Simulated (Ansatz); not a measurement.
Here is an Ansatz 0.2.0 calculation.

input.yaml

```yaml
crystal:
  lattice:
    - [0.0, 2.82685, 2.82685]
    - [2.82685, 0.0, 2.82685]
    - [2.82685, 2.82685, 0.0]
  atoms:
    - { symbol: As, position: [0.75, 0.75, 0.75] }
    - { symbol: Ga, position: [0.0, 0.0, 0.0] }
hamiltonian:
  xc: revpbe
  pseudopotentials: { kind: paw }
kpoints:
  mp_grid: { grid: [8, 8, 8] }
  band_path:
    path:
      - [[0.0, 0.0, 0.0], [0.5, 0.0, 0.5], [0.5, 0.25, 0.75], [0.375, 0.375, 0.75], [0.0, 0.0, 0.0], [0.5, 0.5, 0.5], [0.625, 0.25, 0.625], [0.5, 0.25, 0.75], [0.5, 0.5, 0.5], [0.375, 0.375, 0.75]]
      - [[0.625, 0.25, 0.625], [0.5, 0.0, 0.5]]
    npoints: 14
scf:
  occupations: { method: fermi_dirac, width: 0.05 }
  n_extra_bands: 6
output:
  forces: true
  stress: true
  eigenvalues: true
  fatbands: true
  write_density: true
  write_potential: true
  elf: true
  volumetric_format: npy
```

Potentials or basis: Ansatz PAW.

Run with:

```bash
$ ansatz run input.yaml --threads 2 --pin off --max-ram 5120MiB --backend cpu --events-out ev --progress --plain --runs-dir out
```

(1) Predict the pressure.

(2) Predict the band gap on the k mesh.

(3) What does it give for the band gap along the path?

Results:

(1) 4.7 GPa.

(2) 0.61 eV, direct.

(3) 0.61 eV, direct.

Caveat: the PAW data sets come from PBE, with cores solved anew for the run's functional, which leaves a small shift of forces and pressure.

**Experimental background.**

“Evidence of valence band perturbations in GaAsN/GaAs(001): A combined variable-angle spectroscopic ellipsometry and modulated photoreflectance investigation”, 2008, arxiv:0805.2212 reports, for a bulk crystal of GaAs at 300 K: band gap 1.412 ± 0.01 eV (direct).

A measured gap of GaAs is 1.412 eV (direct; 300 K; “Evidence of valence band perturbations in GaAsN/GaAs(001): A combined variable-angle spectroscopic ellipsometry and modulated photoreflectance investigation”, 2008, arxiv:0805.2212); the calculated 0.61 eV misses it by -0.81 eV. 3 values of this kind are on record (1.412 to 1.51 eV); this one was drawn at random among those near their median, those with a stated uncertainty first. Spin-orbit coupling on As, Ga is left out. The value is that of revPBE, without temperature or zero-point motion. Semilocal functionals fall short of measured gaps as a rule.
